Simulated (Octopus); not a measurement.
# Sn: single point with PBE

Crystal: Sn.

```
Sn
1.0
    -2.94014    2.94014    1.59930
     2.94014   -2.94014    1.59930
     2.94014    2.94014   -1.59930
Sn
2
Direct
  0.00000 0.00000 0.00000
  0.75000 0.25000 0.50000
```

```
Program             : Octopus 16.4
Task                : single point
Functional          : PBE
Potentials or basis : pseudodojo_pbe (PseudoDojo 0.5, PBE)
Grid spacing        : 0.144 Å
k mesh              : 9 × 9 × 9
Occupations         : fermi-dirac, width 0.05 eV
Spin                : no spin polarisation
```

```
Band gap on the k mesh : none (metal or under the smearing width)
```

Levels at points of the mesh, in eV from the Fermi level:
| k point | band 12 | band 13 | band 14 | band 15 | band 16 | band 17 |
| --- | --- | --- | --- | --- | --- | --- |
| (0.00, 0.00, 0.00) | -3.72 | -1.94 | -1.94 | 2.98 | 6.14 | 6.14 |

Run time: 15 min on 1 thread of Arm Neoverse V2, with other jobs on the host, peak memory 2.3 GiB.
